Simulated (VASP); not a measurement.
Wanted: the native input for a VASP 6.6.1 run.

* Task: relaxation of cell and atoms
* Functional: PBE
* Dispersion: D3(BJ)
* Potentials or basis: VASP PAW PBE potentials, release 64 (W_sv, C)
* Cutoff: 600 eV
* k mesh: 10 × 10 × 9
* Occupations: fermi-dirac, width 0.05 eV
* Spin: no spin polarisation
* Further INCAR settings: ALGO = Normal; EDIFF = 1e-06; IBRION = 2; EDIFFG = -0.02; NSW = 40; ISIF = 3

The structure of WC (Qusongite) lies in POSCAR:

```
WC
1.0
    2.9065000000      0.0000000000      0.0000000000
   -1.4532500000      2.5171028361      0.0000000000
    0.0000000000      0.0000000000      2.8366000000
W C
1 1
Direct
    0.0000000000      0.0000000000      0.0000000000
    0.6666666667      0.3333333333      0.5000000000
```

One way to write it, as run:

INCAR

```
SYSTEM = WC
PREC = Accurate ; ENCUT = 600
EDIFF = 1E-6 ; ISMEAR = -1
SIGMA = 0.05 ; LREAL = .FALSE.
LASPH = .TRUE. ; NELM = 80
ALGO = Normal ; ISIF = 3
LWAVE = .FALSE. ; LCHARG = .FALSE.
GGA = PE ; IVDW = 12
IBRION = 2 ; NSW = 40
EDIFFG = -0.02
```

KPOINTS

```
Automatic mesh
0
G
  10 10 9
  0 0 0
```

Potentials or basis: VASP PAW PBE potentials, release 64 (W_sv, C).

Command:

```sh
$ cat potpaw_PBE.64/W_sv/POTCAR potpaw_PBE.64/C/POTCAR > POTCAR
$ mpirun -np 1 vasp_std > vasp.out
```

Results of the run:

```json
{"Relaxed volume": "10.36 Å³/atom", "Relaxed cell": "a = 2.905 Å, b = 2.905 Å, c = 2.834 Å, α = 90.00°, β = 90.00°, γ = 120.00°", "Space group after relaxing (to 0.05 Å)": "P-6m2 (No. 187)", "Energy gained by relaxing": "0.0 meV/atom", "Ionic steps": "3", "Pressure after relaxing": "0.0 GPa", "Band gap on the k mesh": "none (metal or under the smearing width)", "Dispersion energy per atom": "-0.463 eV"}
```

Caveat: pairwise dispersion overbinds metals, which lowers pressure and volume.

Run time: 13 s on 1 thread of Intel(R) Xeon(R) 6975P-C (Granite Rapids), on a shared host, peak memory 0.17 GiB.
